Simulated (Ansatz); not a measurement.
Space group P6_3/mmc (No. 194). a = 2.512 Å, b = 2.512 Å, c = 4.180 Å, α = 90.00°, β = 90.00°, γ = 120.00°
| atom | site | symmetry | x | y | z |
| --- | --- | --- | --- | --- | --- |
| C | 4f | 3m. | 0.3333 | 0.6667 | 0.0627 |

Equation of state of this C structure (not necessarily the ground state), with shape and atoms relaxed at each volume where symmetry leaves them free. All numbers below come from DFT PBE, scalar-relativistic, plane waves, PAW (Ansatz).

Cutoff 420 eV; k points 12×12×6 on the computed 4-atom cell (Γ-centred); Gaussian smearing, width 0.02 eV; no spin polarisation.

```tsv
V (Å³/atom)	E − E(largest V) (meV/atom)	P (GPa)	gap on mesh (eV)
5.367	5.24	30.05	3.10
5.538	-18.05	13.96	3.23
5.709	-25.35	0.00	3.35
5.880	-18.72	-12.12	3.48
6.052	0.00	-22.65	3.58
```

Task: Fit a third-order Birch–Murnaghan equation to E(V).

Result: V0 = 5.71 Å³/atom, B0 = 433 GPa, B0' = 3.7.